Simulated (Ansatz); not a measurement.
Crystal: TiCo.

```
Co Ti
1.0
     2.98611    0.00000    0.00000
     0.00000    2.98611    0.00000
     0.00000    0.00000    2.98611
Co Ti
1 1
Cartesian
  1.4931 1.4931 1.4931
  0.0000 0.0000 0.0000
```

The cell comes from a database or a generator and needn't be the stable form of this composition.

Base run:

* Program: Ansatz 0.2.0
* Functional: PBE
* Potentials or basis: Ansatz PAW
* Cutoff: 420 eV (not typed: the program's choice for these potentials)
* k mesh: 9 × 9 × 9
* Occupations: fermi-dirac, width 0.05 eV
* Spin: collinear spin, ferromagnetic start
* Starting moments: [2.0, 1.0] μB

Its results: band gap on the k mesh none (metal or under the smearing width); pressure -0.5 GPa; net moment 0.82 μB per cell; site moments Co +0.92; Ti -0.03 μB.

Q: The run is repeated on the same cell with these changes: functional from PBE to LDA. What comes out?

A: Band gap on the k mesh none (metal or under the smearing width); pressure -14.7 GPa; net moment 0.49 μB per cell; site moments Co +0.53; Ti -0.02 μB.

LDA binds more tightly than PBE, so the same cell stands under less pressure.

Caveats: the PAW data sets come from PBE, with cores solved anew for the run's functional, which leaves a small shift of forces and pressure (some runs).
